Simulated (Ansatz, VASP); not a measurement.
## HfO2 in VASP and in Ansatz

Contents of INCAR:

```
ALGO     = Normal         # electronic algorithm
EDIFF    = 1E-6           # SCF threshold, eV
EDIFFG   = -0.005         # ionic threshold
ENCUT    = 600            # plane-wave cutoff, eV
GGA      = PE             # functional
IBRION   = 2              # ionic algorithm
ISIF     = 3              # what is computed and relaxed
ISMEAR   = -1             # smearing method
IVDW     = 13             # dispersion correction
LASPH    = T              # aspherical terms in the spheres
LCHARG   = F              # write CHGCAR
LREAL    = F              # projectors in reciprocal space
LWAVE    = F              # write WAVECAR
NELM     = 80             # most SCF steps
NSW      = 60             # ionic steps
PREC     = Accurate       # precision mode
SIGMA    = 0.05           # smearing width, eV
```

Contents of KPOINTS:

```
k-points
0
Gamma
  6 6 8
```

Contents of POSCAR:

```
HfO2
1.0
    4.8135329900      0.0000000000      0.0000000000
    0.0000000000      4.8135329900      0.0000000000
    0.0000000000      0.0000000000      3.2054154100
Hf O
2 4
Direct
    0.5000000000      0.5000000000      0.5000000000
    0.0000000000      0.0000000000      0.0000000000
    0.8050448800      0.1949551200      0.5000000000
    0.6949551200      0.6949551200      0.0000000000
    0.3050448800      0.3050448800      0.0000000000
    0.1949551200      0.8050448800      0.5000000000
```

input.yaml

```yaml
crystal:
  lattice:
    - [4.81353299, 0.0, 0.0]
    - [0.0, 4.81353299, 0.0]
    - [0.0, 0.0, 3.20541541]
  atoms:
    - { symbol: Hf, position: [0.5, 0.5, 0.5] }
    - { symbol: Hf, position: [0.0, 0.0, 0.0] }
    - { symbol: O, position: [0.80504488, 0.19495512, 0.5] }
    - { symbol: O, position: [0.69495512, 0.69495512, 0.0] }
    - { symbol: O, position: [0.30504488, 0.30504488, 0.0] }
    - { symbol: O, position: [0.19495512, 0.80504488, 0.5] }
hamiltonian:
  xc: pbe
  pseudopotentials: { kind: paw }
  dispersion: d4
kpoints:
  mp_grid: { grid: [6, 6, 8] }
scf:
  occupations: { method: fermi_dirac, width: 0.05 }
output:
  forces: true
  stress: true
  eigenvalues: true
relax:
  f_tol: 0.01
  max_steps: 40
  cell: { stress_tol: 0.05 }
```

Measurements of this composition are mostly on another form, of space group No. 14.

Alike in both runs: task relaxation of cell and atoms; functional PBE; dispersion D4; k mesh 6 × 6 × 8; occupations fermi-dirac, width 0.05 eV; no spin polarisation.

|  | VASP | Ansatz |
| --- | --- | --- |
| version | VASP 6.6.1 | Ansatz 0.2.0 |
| potentials or method | VASP PAW PBE potentials, release 64 (Hf_pv, O) | Ansatz PAW |
| plane-wave cutoff (eV) | 600 | 420 |
| valence electrons in the cell | 44 | 76 |

VASP gave:

```
gap on the k mesh at the Fermi level, each at its own relaxed structure (eV) : 3.94
relaxed volume (Å³/atom)                                                     : 12.52
relaxed cell length with the largest relative difference (Å)                 : 4.833
energy change over the relaxation (meV/atom)                                 : -1
```

Q: Which values does Ansatz return?

A: gap on the k mesh at the Fermi level, each at its own relaxed structure (eV): 3.94; relaxed volume (Å³/atom): 12.70; relaxed cell length with the largest relative difference (Å): 4.857; energy change over the relaxation (meV/atom): -6.

The two sets of potentials don't hold the same shells in valence.

Caveats: spin-orbit coupling is left out, which moves the levels of the heavy elements; the plane-wave basis is chosen anew once the cell has moved, so the energies of steps on either side of that aren't comparable (Ansatz); the pressure holds a Pulay correction of +0.7 GPa for the finite cutoff (Ansatz). A k mesh can miss the band edges. A hybrid or GW would open this gap; PBE tends to underestimate it.
